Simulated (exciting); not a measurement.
# Equation of state of Be under PBEsol

Symmetry: Im-3m, No. 229, cubic system. Conventional cell: a = 2.506 Å, b = 2.506 Å, c = 2.506 Å, α = 90.00°, β = 90.00°, γ = 90.00°. Around Be (site symmetry m-3m) lie 8 Be at 2.17 Å.

This isn't the form of Be at room conditions, which is hcp.

The cell was scaled at fixed shape and fractions and run with exciting, all-electron LAPW+lo, shipped species files, valence relativity iora*; PBEsol, k mesh 15 × 15 × 15 on the cell of 1 atom, fermi-dirac occupations of 0.05 eV, no spin polarisation, no spin-orbit coupling. Energies are those that the program minimises, any entropy of the smearing included. For a metal such a mesh isn't converged to the digits shown.

| V (Å³/atom) | energy over the lowest row (meV/atom) |
| --- | --- |
| 7.3989 | 6.749 |
| 7.5563 | 2.004 |
| 7.7137 | 0.000 |
| 7.8712 | 0.581 |
| 8.0286 | ? |
| 8.1860 | 8.533 |
| 8.3434 | 15.529 |

**Question.** Fit the third-order Birch-Murnaghan form, give V0, B0 and B′, and predict the energy left open.

**Answer.** With y = (V0/V)^(2/3), E = E0 + (9 V0 B0/16) [(y - 1)³ B′ + (y - 1)² (6 - 4y)]. Least squares through the rows shown give V0 = 7.7555 Å³/atom, E0 = -0.077 meV, B0 = 124.8 GPa (1 eV/Å³ = 160.218 GPa) and B′ = 3.32, with a largest miss of 0.012 meV. At V = 8.0286 the form with these constants gives 3.486 meV; the run gave 3.480 meV an atom.
